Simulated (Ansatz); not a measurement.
α-phase Li3N was calculated with LDA in Ansatz (plane waves, PAW).

Run with plane-wave cutoff 520 eV, 12×12×10 k mesh (along the axes of the cell as run), Fermi–Dirac smearing 0.01 eV, scalar-relativistic PAW data made under PBE.

The cell has the measured lattice parameters. Conventional cell: a = 3.6520 Å, b = 3.6520 Å, c = 3.8660 Å, α = 90.00°, β = 90.00°, γ = 120.00°.

```xyz
4
Lattice="-1.8260 -3.1627 0.0000 -1.8260 3.1627 0.0000 0.0000 0.0000 -3.8660" Properties=species:S:1:pos:R:3 pbc="T T T"
Li    -1.8260     1.0542     0.0000
Li    -1.8260    -1.0542     0.0000
Li     0.0000     0.0000    -1.9330
N      0.0000     0.0000     0.0000
```

List the 5 lowest band energies at Γ above −25 eV (eV, relative to the valence band maximum), grouping those that round alike.

At Γ: -11.20, -1.55, -0.21 (×2), 1.14.

Note: cell and atoms aren't relaxed at this level (pressure -4.3 GPa).

Ansatz is a program for electronic structure.
